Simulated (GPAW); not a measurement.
ZnCu2SnS4 in GPAW: the effect of Hubbard term

ZnCu2SnS4:

```xyz
8
Lattice="-2.7171 2.7171 5.4248 2.7171 -2.7171 5.4248 2.7171 2.7171 -5.4248" Properties=species:S:1:pos:R:3 pbc="T T T"
Sn    0.0000    0.0000    5.4248
Zn    2.7171    0.0000    2.7124
Cu    0.0000    2.7171    2.7124
Cu    0.0000    0.0000    0.0000
S     1.3944    1.3922    4.0338
S    -1.3922    1.3944    6.8158
S     1.3227    1.3249   -1.3910
S     4.1093    1.3227    1.3910
```

Alike in all runs:

- Program: GPAW 26.7.0
- Task: optical spectrum
- Functional: PBE
- Potentials or basis: GPAW PAW data sets (gpaw-data 1.2.1)
- Cutoff: 450 eV
- Basis: pw
- k mesh: 5 × 5 × 5
- Occupations: fermi-dirac, width 0.001 eV
- Spin: no spin polarisation
- Response ecut: 50 eV
- Eta: 0.1 eV
- Maxiter: 150
- Response k mesh: 4 × 4 × 4
- Domega0: 0.05 eV
- Omega2: 10 eV
- Kernel: RPA

Task: One run gave: gap on the mesh 0.96 eV. Which Hubbard term did it use?
A. Cu d U = 4.0 eV
B. Cu d U = 8.0 eV
C. Cu d U = 6.0 eV
D. none
E. Cu d U = 2.0 eV

Result: B.

```csv
Hubbard term,gap on the mesh (eV)
none,0.30
Cu d U = 2.0 eV,0.47
Cu d U = 4.0 eV,0.65
Cu d U = 6.0 eV,0.81
Cu d U = 8.0 eV,0.96
```

Caveats: with so narrow a direct gap the onset needs a denser k mesh; the long-wavelength limit can be off by several per cent where d states take part; spin-orbit coupling is left out, which moves the levels of the heavy elements; response on these states lacks terms of the Hamiltonian (some runs).

A k mesh can miss the band edges.

A gap of «none» marks a metal or a gap under the smearing width.

Not every run made on this cell is shown here.
